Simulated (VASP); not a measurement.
Crystal: NiO.

```
Ni O
1.0
     0.00000    2.08590    2.08590
     2.08590    0.00000    2.08590
     2.08590    2.08590    0.00000
Ni O
1 1
Direct
  0.00000 0.00000 0.00000
  0.50000 0.50000 0.50000
```

Base run:

| Item | Value |
| --- | --- |
| Program | VASP 6.6.1 |
| Functional | rSCAN |
| Potentials or basis | VASP PAW PBE potentials, release 64 (Ni, O) |
| Cutoff | 520 eV |
| k mesh | 11 × 11 × 11 |
| Occupations | fermi-dirac, width 0.05 eV |
| Spin | collinear spin, ferromagnetic start |
| Starting moments | [1.0, 0.0] μB |

Its results: band gap on the k mesh 0.66 eV, indirect (least direct gap 1.62 eV); pressure 1.6 GPa; net moment 2.00 μB per cell; site moments Ni +1.69; O +0.28 μB.

Question: The run is repeated on the same cell with these changes: functional from rSCAN to r2SCAN; further incar settings from ALGO = Normal; EDIFF = 1e-06 to ALGO = Normal; EDIFF = 1e-06; NBANDS = 19. What comes out?

Answer: Band gap on the k mesh 0.74 eV, indirect (least direct gap 1.69 eV); pressure 2.7 GPa; net moment 2.00 μB per cell; site moments Ni +1.69; O +0.28 μB.

Caveats: the PAW data sets were made with another functional, which shifts forces and pressure a little; a cell with one magnetic atom can't hold antiferromagnetic order, which such compounds often take.

A k mesh can miss the band edges.
